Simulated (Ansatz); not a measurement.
# Transmission past a defect: Mo wire along [100], 4 atoms a period, Ti in place of one Mo

Aim: how much does this defect scatter, and at which energies?

Program: Ansatz 0.2.0. Level of theory: DFT PBE, plane waves, PAW; relaxation of a wire's period, in the first sound run; inputs show where later runs differ. Results are calculated unless marked as measured.

### Step 1. Set-up

The cell holds 4 atoms: 4 Mo. Its edges and angles: a = 9.960 Å, b = 9.960 Å, c = 3.160 Å, α = 90.0°, β = 90.0°, γ = 90.0°. Vacuum lies along a and b. The structure's axis is c.

### Step 2. Relaxing the period

Band widths follow the bond lengths, so the wire is relaxed first. The atoms and the third cell vector are free; the box across stays fixed as vacuum. A Fermi-Dirac smearing is set since the result may be a metal. The pressure printed is a third of the stress's trace over the whole box, vacuum included; only the stress along the axis is relaxed.

File input.yaml:

```yaml
crystal:
  lattice:
    - [9.96, 0.0, 0.0]
    - [0.0, 9.96, 0.0]
    - [0.0, 0.0, 3.16]
  atoms:
    - { symbol: Mo, position: [0.341365462, 0.5, 0.0] }
    - { symbol: Mo, position: [0.658634538, 0.5, 0.0] }
    - { symbol: Mo, position: [0.5, 0.341365462, 0.5] }
    - { symbol: Mo, position: [0.5, 0.658634538, 0.5] }
kpoints:
  mp_grid: { grid: [1, 1, 26] }
scf:
  occupations: { method: fermi_dirac, width: 0.05 }
hamiltonian:
  xc: pbe
relax:
  cell: { fix: [a, b, alpha, beta, gamma] }
  max_steps: 60
```

Started as:

```console
$ ansatz run input.yaml --threads 4 --pin off --max-ram 16384MiB --backend cpu --events-out ev --progress --plain --runs-dir out
```

Numbers of over 12 decimals in the logs are rounded to 6 here.

What it wrote:

```text
Engine: ansatz 0.2.0, aarch64-unknown-linux-gnu
Pseudopotentials: kind: paw
Pseudopotential: Mo, paw, valence charge 14, recommended cutoff 420 eV (normal), Mo.paw.azcp
Functional definition: PBE
  parameter kappa = 0.804
  parameter beta = 0.066725
  exchange = pbe_x(kappa = kappa, mu = beta*pi^2/3)
  correlation = pbe_c(beta = beta)
Crystal: 4 atoms, lattice volume = 313.477 Å³
Basis set: ecut = 420 eV, 6175 PW (Γ), exchange–correlation on 144×144×48 points (8 copies of the dense FFT grid, shifted against one another)
Bands: 34, of which v1, the nominal top of the filled ones, is band 28 counted from 1 (27 counted from 0)
Symmetry: 16 space group operations
Space group: P42/mmc (ITA 131), of the structure as read, at distance tolerance 6.8e-5 Å
k-points: 14 of 26
Non-local potential: Mo, projectors of the file, l = 0: 3, l = 1: 2, l = 2: 2, l = 3: 1
PAW form: soft (Blöchl's): semilocal exchange-correlation on the pseudo side does not see the compensation charge
PAW one-centre angular grid: Mo, 590 points (default); XC on 64 Gauss nodes
Initial density: superposition of atomic densities (neutral atoms: chi_scale 0, normalization atom), corrected by the library's trained network
Initial wavefunctions: pseudopotential atomic-orbital guess
Functional: x = pbe(κ = 0.804, μ = 0.219515), c = pbe(β = 0.066725)
SCF iter   1: F=—  HF=-19813.588440 eV  |F-HF|=—  |Δ(HF+E_count)|=         —  Δρ=7.30e-3  dr2=9.45e-2  ethr=1.77e-3  ⟨swp⟩=7.4  Hψ=4285  notcnv=0
automatic band count: the SCF goes on with 40 bands, as 34 were too few: the levels above may hold too much charge
preconditioner: auto → LDOS  [metal: Δε(μ)=0.102 eV  Ē_g=3.227 eV  σ=0.050 eV  W_gap=0.40  n_scr=38 (ndim 8)  ℏωp=10.3 eV  f_vac=0.588  D(μ)=6.45/eV (n_scr^D=28)  β→1.0]
SCF iter   2: F=—  HF=-19813.596051 eV  |F-HF|=—  |Δ(HF+E_count)|=   7.61e-3  Δρ=3.40e-3  dr2=4.15e-2  ethr=1.69e-4  ⟨swp⟩=3.0  Hψ=1225  notcnv=0  defer=8
SCF iter   3: F=—  HF=-19813.590128 eV  |F-HF|=—  |Δ(HF+E_count)|=   5.92e-3  Δρ=1.18e-3  dr2=1.44e-2  ethr=7.41e-5  ⟨swp⟩=2.8  Hψ=1045  notcnv=0  defer=8
SCF iter   4: F=—  HF=-19813.589167 eV  |F-HF|=—  |Δ(HF+E_count)|=   9.62e-4  Δρ=7.44e-4  dr2=1.72e-3  ethr=2.57e-5  ⟨swp⟩=2.0  Hψ=808  notcnv=0  defer=8
SCF iter   5: F=—  HF=-19813.588937 eV  |F-HF|=—  |Δ(HF+E_count)|=   2.30e-4  Δρ=1.89e-4  dr2=2.83e-4  ethr=3.07e-6  ⟨swp⟩=2.1  Hψ=713  notcnv=0  defer=8
SCF iter   6: F=—  HF=-19813.589031 eV  |F-HF|=—  |Δ(HF+E_count)|=   9.45e-5  Δρ=4.39e-5  dr2=6.90e-6  ethr=5.06e-7  ⟨swp⟩=2.0  Hψ=723  notcnv=0  defer=8
SCF iter   7: F=—  HF=-19813.589250 eV  |F-HF|=—  |Δ(HF+E_count)|=   2.19e-4  Δρ=1.24e-5  dr2=5.84e-7  ethr=1.23e-8  ⟨swp⟩=2.4  Hψ=972  notcnv=0  defer=8
SCF iter   8: F=-19813.589251 eV  HF=-19813.589251 eV  |F-HF|=5.24e-10  |Δ(HF+E_count)|=   1.08e-6  Δρ=3.95e-6  dr2=9.55e-8  ethr=1.79e-10  ⟨swp⟩=5.1  Hψ=1959  notcnv=0
SCF 1 converged in 8 iterations: F = -19813.589251 eV  dr2 = 9.55e-8
  greatest PAW one-centre occupation: 0.998 electrons in one spin orbital (limit 2), on the Mo atom at site 3 (counted from 0), in its partial waves of l = 0
relax step   1: F+E_penalty+E_count = -19813.58925117 eV  Δ(F+E_penalty+E_count) = +0.000e0 eV  max|allowed force component| = 4.075e0 eV/Å  Δτ_max = 0.0000 Å  P = -6.608 GPa  Ω = 313.477 Å³  fix = [a, b, alpha, beta, gamma]  reactions: a -6.608, b -6.608 GPa  (8 SCF iters, dr2 threshold 1.00e-7 eV, accepted)
Crystal: 4 atoms, lattice volume = 309.297 Å³
Basis set: ecut = 420 eV, 6103 PW (Γ), exchange–correlation on 144×144×48 points (8 copies of the dense FFT grid, shifted against one another)
Bands: 40, of which v1, the nominal top of the filled ones, is band 28 counted from 1 (27 counted from 0)
Initial density: handed on by an earlier stage of this run
Initial wavefunctions: those handed on with the density
iter 1 solved again at ethr=2.06e-3 eV; its pass at ethr=3.10e-3 eV (dr2=1.15e0 eV) is discarded
SCF iter   1: F=—  HF=-19815.483515 eV  |F-HF|=—  |Δ(HF+E_count)|=         —  Δρ=1.67e-2  dr2=1.18e0  ethr=2.06e-3  ⟨swp⟩=1.3  Hψ=2918  notcnv=0
preconditioner: auto → LDOS  [metal: Δε(μ)=0.127 eV  Ē_g=4.264 eV  σ=0.050 eV  W_gap=0.47  n_scr=38 (ndim 8)  ℏωp=10.3 eV  f_vac=0.629  D(μ)=2.43/eV (n_scr^D=8)  β→1.0]
SCF iter   2: F=—  HF=-19815.638691 eV  |F-HF|=—  |Δ(HF+E_count)|=   1.55e-1  Δρ=1.15e-2  dr2=1.86e0  ethr=2.06e-3  ⟨swp⟩=4.1  Hψ=1384  notcnv=0
SCF iter   3: F=—  HF=-19815.349928 eV  |F-HF|=—  |Δ(HF+E_count)|=   2.89e-1  Δρ=2.47e-3  dr2=2.85e-2  ethr=2.06e-3  ⟨swp⟩=2.9  Hψ=1045  notcnv=0  defer=30
SCF iter   4: F=—  HF=-19815.351212 eV  |F-HF|=—  |Δ(HF+E_count)|=   1.28e-3  Δρ=6.61e-4  dr2=1.50e-3  ethr=5.08e-5  ⟨swp⟩=2.6  Hψ=1035  notcnv=0  defer=30
SCF iter   5: F=—  HF=-19815.351844 eV  |F-HF|=—  |Δ(HF+E_count)|=   6.32e-4  Δρ=2.20e-4  dr2=1.75e-4  ethr=2.68e-6  ⟨swp⟩=3.0  Hψ=1060  notcnv=0  defer=30
SCF iter   6: F=—  HF=-19815.352242 eV  |F-HF|=—  |Δ(HF+E_count)|=   3.98e-4  Δρ=7.30e-5  dr2=1.53e-5  ethr=3.12e-7  ⟨swp⟩=2.5  Hψ=813  notcnv=0  defer=29
SCF iter   7: F=-19815.352246 eV  HF=-19815.352246 eV  |F-HF|=7.37e-7  |Δ(HF+E_count)|=   3.81e-6  Δρ=1.40e-5  dr2=3.27e-7  ethr=7.14e-10  ⟨swp⟩=4.1  Hψ=2542  notcnv=0
SCF 2 converged in 7 iterations: F = -19815.352246 eV  dr2 = 3.27e-7
  greatest PAW one-centre occupation: 0.999 electrons in one spin orbital (limit 2), on the Mo atom at site 3 (counted from 0), in its partial waves of l = 0
relax step   2: F+E_penalty+E_count = -19815.35224641 eV  Δ(F+E_penalty+E_count) = -1.763e0 eV  max|allowed force component| = 7.673e-1 eV/Å  Δτ_max = 0.1953 Å  P = +0.274 GPa  Ω = 309.297 Å³  energy of the carried Pulay correction = +2.012e-4 eV  fix = [a, b, alpha, beta, gamma]  reactions: a +1.070, b +1.070 GPa  (7 SCF iters, dr2 threshold 4.00e-7 eV, accepted)
Crystal: 4 atoms, lattice volume = 294.792 Å³
Basis set: ecut = 420 eV, 5741 PW (Γ), exchange–correlation on 144×144×48 points (8 copies of the dense FFT grid, shifted against one another)
iter 1 solved again at ethr=8.25e-5 eV; its pass at ethr=3.10e-3 eV (dr2=4.62e-2 eV) is discarded
SCF iter   1: F=—  HF=-19815.336983 eV  |F-HF|=—  |Δ(HF+E_count)|=         —  Δρ=5.07e-3  dr2=4.72e-2  ethr=8.25e-5  ⟨swp⟩=1.9  Hψ=3140  notcnv=0
preconditioner: auto → LDOS  [insulator: Δε(μ)=0.199 eV  Ē_g=4.150 eV  σ=0.050 eV  W_gap=0.51  n_scr=36 (ndim 8)  ℏωp=10.6 eV  f_vac=0.611  D(μ)=5.79/eV (n_scr^D=24)  ε∞_Penn≈7.5  β→1.0]
SCF iter   2: F=—  HF=-19815.330334 eV  |F-HF|=—  |Δ(HF+E_count)|=   6.65e-3  Δρ=1.65e-3  dr2=6.20e-3  ethr=8.25e-5  ⟨swp⟩=3.0  Hψ=1177  notcnv=0
SCF iter   3: F=—  HF=-19815.330461 eV  |F-HF|=—  |Δ(HF+E_count)|=   1.27e-4  Δρ=5.57e-4  dr2=1.73e-3  ethr=1.11e-5  ⟨swp⟩=2.1  Hψ=1120  notcnv=0
SCF iter   4: F=—  HF=-19815.330361 eV  |F-HF|=—  |Δ(HF+E_count)|=   1.00e-4  Δρ=2.89e-4  dr2=4.51e-4  ethr=3.09e-6  ⟨swp⟩=2.4  Hψ=853  notcnv=0
SCF iter   5: F=—  HF=-19815.330333 eV  |F-HF|=—  |Δ(HF+E_count)|=   2.84e-5  Δρ=9.82e-5  dr2=2.76e-5  ethr=8.05e-7  ⟨swp⟩=2.5  Hψ=902  notcnv=0
SCF iter   6: F=—  HF=-19815.330571 eV  |F-HF|=—  |Δ(HF+E_count)|=   2.38e-4  Δρ=3.92e-5  dr2=4.03e-6  ethr=4.93e-8  ⟨swp⟩=2.2  Hψ=857  notcnv=0
SCF iter   7: F=-19815.330576 eV  HF=-19815.330576 eV  |F-HF|=3.23e-7  |Δ(HF+E_count)|=   4.89e-6  Δρ=8.25e-6  dr2=2.46e-7  ethr=7.14e-10  ⟨swp⟩=4.0  Hψ=2339  notcnv=0
SCF 3 converged in 7 iterations: F = -19815.330576 eV  dr2 = 2.46e-7
relax step   3: F+E_penalty+E_count = -19815.33057584 eV  Δ(F+E_penalty+E_count) = +2.167e-2 eV  max|allowed force component| = 3.877e-1 eV/Å  Δτ_max = 0.0539 Å  P = +0.346 GPa  Ω = 294.792 Å³  energy of the carried Pulay correction = +9.209e-4 eV  fix = [a, b, alpha, beta, gamma]  (7 SCF iters, dr2 threshold 4.00e-7 eV, rejected (line search))
[...]
relax step   4: F+E_penalty+E_count = -19815.41602511 eV  Δ(F+E_penalty+E_count) = -6.378e-2 eV  max|allowed force component| = 1.822e-1 eV/Å  Δτ_max = 0.0329 Å  P = -0.243 GPa  Ω = 303.386 Å³  energy of the carried Pulay correction = +4.904e-4 eV  fix = [a, b, alpha, beta, gamma]  reactions: a -0.303, b -0.303 GPa  (10 SCF iters, accepted)
[...]
relax step   5: F+E_penalty+E_count = -19815.41787566 eV  Δ(F+E_penalty+E_count) = -1.851e-3 eV  max|allowed force component| = 1.478e-2 eV/Å  Δτ_max = 0.0054 Å  P = +0.028 GPa  Ω = 303.229 Å³  energy of the carried Pulay correction = +4.982e-4 eV  fix = [a, b, alpha, beta, gamma]  reactions: a -0.009, b -0.009 GPa  (5 SCF iters, dr2 threshold 4.00e-7 eV, accepted)
[...]
relax step   6: F+E_penalty+E_count = -19815.41792617 eV  Δ(F+E_penalty+E_count) = -5.051e-5 eV  max|allowed force component| = 1.315e-2 eV/Å  Δτ_max = 0.0004 Å  P = -0.013 GPa  Ω = 303.571 Å³  energy of the carried Pulay correction = +4.813e-4 eV  fix = [a, b, alpha, beta, gamma]  reactions: a -0.012, b -0.012 GPa  (5 SCF iters, dr2 threshold 2.53e-8 eV, accepted)
[...]
relax step   7: F+E_penalty+E_count = -19815.41794674 eV  Δ(F+E_penalty+E_count) = -2.057e-5 eV  max|allowed force component| = 2.691e-4 eV/Å  Δτ_max = 0.0005 Å  P = -0.021 GPa  Ω = 303.490 Å³  energy of the carried Pulay correction = +4.853e-4 eV  fix = [a, b, alpha, beta, gamma]  reactions: a -0.031, b -0.031 GPa  (5 SCF iters, dr2 threshold 1.08e-8 eV, accepted)
Initial wavefunctions: pseudopotential atomic-orbital guess (no wavefunctions were taken with the density)
iter 1 solved again at ethr=2.58e-7 eV; its pass at ethr=3.10e-3 eV (dr2=1.44e-4 eV) is discarded
SCF iter   1: F=—  HF=-19815.417141 eV  |F-HF|=—  |Δ(HF+E_count)|=         —  Δρ=4.20e-5  dr2=7.49e-7  ethr=2.58e-7  ⟨swp⟩=4.0  Hψ=4093  notcnv=0
SCF iter   2: F=—  HF=-19815.417342 eV  |F-HF|=—  |Δ(HF+E_count)|=   2.01e-4  Δρ=7.47e-6  dr2=1.82e-7  ethr=1.34e-9  ⟨swp⟩=2.8  Hψ=1016  notcnv=0
SCF iter   3: F=—  HF=-19815.417342 eV  |F-HF|=—  |Δ(HF+E_count)|=   3.14e-8  Δρ=3.34e-6  dr2=1.07e-7  ethr=3.24e-10  ⟨swp⟩=2.8  Hψ=1114  notcnv=0
SCF iter   4: F=—  HF=-19815.417342 eV  |F-HF|=—  |Δ(HF+E_count)|=   2.04e-8  Δρ=1.16e-6  dr2=4.06e-9  ethr=1.91e-10  ⟨swp⟩=2.0  Hψ=730  notcnv=0
SCF iter   5: F=—  HF=-19815.417342 eV  |F-HF|=—  |Δ(HF+E_count)|=   1.32e-9  Δρ=2.51e-7  dr2=2.61e-10  ethr=7.24e-12  ⟨swp⟩=3.0  Hψ=1108  notcnv=0
SCF iter   6: F=-19815.417342 eV  HF=-19815.417342 eV  |F-HF|=1.09e-11  |Δ(HF+E_count)|=  4.37e-11  Δρ=5.07e-8  dr2=8.26e-12  ethr=1.00e-12  ⟨swp⟩=5.3  Hψ=1933  notcnv=0
SCF 8 converged in 6 iterations: F = -19815.417342 eV  dr2 = 8.26e-12
relax step   8: F+E_penalty+E_count = -19815.41734179 eV  Δ(F+E_penalty+E_count) = +6.050e-4 eV  max|allowed force component| = 7.388e-5 eV/Å  Δτ_max = 0.0000 Å  P = -0.019 GPa  Ω = 303.490 Å³  fix = [a, b, alpha, beta, gamma]  reactions: a -0.029, b -0.029 GPa  stress off target by 1.80e-3 GPa on what of the cell is left free  SCF on the basis re-selected at this cell (its energy is not comparable with the rows above)  (6 SCF iters)
basis re-selected at this cell: Δ(F+E_penalty+E_count) = +6.050e-4 eV, ΔP = +0.002 GPa vs the last step (what re-selecting the basis moved, of the pressure what is left beyond the Pulay correction that the steps carried, after the strain that the cell walked since its last selection, with what the two solves' SCF thresholds leave and, on support functions, any second-order correction that the steps lacked; it is no m [...]
SCF converged after 6 iterations
Free energy (F): -19815.417342 eV
Harris-Foulkes:  -19815.417342 eV  (|F-HF|=1.09e-11)
Internal energy: -19815.390416 eV  (E = F + TS)
E sigma→0 (E₀):  -19815.403879 eV
Entropy (-TS):   -0.026926 eV (-6.732 meV/atom)
Fermi energy:    1.854348 eV
--- Per-component energies (eV) ---
  E_band       = -1290.294621
  E_kinetic    = 1764.284208
  E_local      = -18906.006172  (includes V_loc(G=0)·N_el)
  E_nonlocal   = 583.760839
  E_hartree    = 8377.654753
  E_xc         = -726.745308
  E_vxc        = -906.018923  (∫ρ·V_xc dr)
  E_paw        = -12809.061963  (= ΣΔE_a)
  E_vpaw       = -581.624140  (= ΣTr[D̂ρ^β])
  E_aug_tail   = 0.000165  (compensation charges beyond the density's cutoff)
  E_ewald      = 1900.723063
  E_smearing   = -0.026926  (= −TS)
  E_closure    = -0.000000  (closes the sum)
  Σ components = -19815.417342   (vs F -19815.417342, Δ=0.00e0)
--- Forces (eV/Å), atoms counted from 1 ---
  atom   1  Mo     0.00007388     0.00000000     0.00000000
  atom   2  Mo    -0.00007388     0.00000000     0.00000000
  atom   3  Mo    -0.00000000     0.00007388     0.00000000
  atom   4  Mo    -0.00000000    -0.00007388     0.00000000
  max |Σ_I F_I| component: 4.07e-20 eV/Å
--- Stress (GPa, compression-positive) ---
       -0.028881       0.000000       0.000000
        0.000000      -0.028881       0.000000
        0.000000       0.000000       0.001804
  P = ⅓ Tr σ = -0.0187 GPa (-0.187 kbar)
--- Relaxed structure (7 steps of the walk, 6 accepted, 1 SCFs on fresh bases) ---
  F+E_penalty+E_count = -19815.41734179 eV   max|allowed force component| = 7.388e-5 eV/Å   (the final SCF, on the basis selected at the relaxed cell)
  cell:  # Å, volume = 303.4898 Å³
    - [9.96, 0.0, 0.0]
    - [0.0, 9.96, 0.0]
    - [0.0, 0.0, 3.059324]
  atoms:
    - { symbol: Mo, position: [0.358204, 0.5, 0.0] }
    - { symbol: Mo, position: [0.641796, 0.5, 0.0] }
    - { symbol: Mo, position: [0.5, 0.358204, 0.5] }
    - { symbol: Mo, position: [0.5, 0.641796, 0.5] }
```

The job ended after 18 s (4 threads of Arm Neoverse V1, shared host; peak memory 0.69 GiB).

The steps of the relaxation:

```csv
step,energy less that of the first step (eV),largest force component (eV/Å),pressure (GPa),volume (Å³)
1,0.0000,4.0753,-6.61,313.48
2,-1.7630,0.7673,0.27,309.30
3,-1.7413,0.3877,0.35,294.79
4,-1.8268,0.1822,-0.24,303.39
5,-1.8286,0.0148,0.03,303.23
6,-1.8287,0.0132,-0.01,303.57
7,-1.8287,0.0003,-0.02,303.49
8*,-1.8281,0.0001,-0.02,303.49
```

Relaxation steps marked * repeat the geometry before them on a plane-wave basis chosen anew for their cell, so energy and pressure can jump there. Relaxation step 3 was tried and not accepted.

Forces are held to the 16 operations that the run works with; a distortion that breaks them can't arise in this run.

```csv
cell as run,before,after,change
c (Å),3.160,3.059,-3.2 %
```

The atoms that moved most (Å, along periodic axes as changes of fractional coordinates times the final cell, across vacuum about the mean position):

```csv
atom,dx,dy,dz,length
Mo1,0.168,0.000,0.000,0.168
Mo2,-0.168,0.000,0.000,0.168
Mo3,0.000,0.168,0.000,0.168
Mo4,0.000,-0.168,0.000,0.168
```

Final coordinates:

```cif
data_structure
_symmetry_space_group_name_H-M 'P 1'
_symmetry_Int_Tables_number 1
_cell_length_a 9.9600
_cell_length_b 9.9600
_cell_length_c 3.0593
_cell_angle_alpha 90.000
_cell_angle_beta 90.000
_cell_angle_gamma 90.000
_cell_volume 303.49
loop_
_atom_site_label
_atom_site_type_symbol
_atom_site_fract_x
_atom_site_fract_y
_atom_site_fract_z
_atom_site_occupancy
Mo1 Mo 0.35820 0.50000 0.00000 1
Mo2 Mo 0.64180 0.50000 0.00000 1
Mo3 Mo 0.50000 0.35820 0.50000 1
Mo4 Mo 0.50000 0.64180 0.50000 1
```

Numbers from this step:

```yaml
energy_at_zero_smearing: -19815.4039 eV
cell_length_along_the_wire: 3.059 Å
```

The cell's length comes to 3.059 Å with spin left out.

[end of part 1 of 3]

[Logs are printed without paths, hosts, clocks, repeated set-up lines and the standing remarks that a program may print on its own settings, such as how far it seeks lower states.]

[Hosts, paths, dates, database ids (printed as entryN), source tags and the programs' standing remarks are cut or masked in the printed files.]
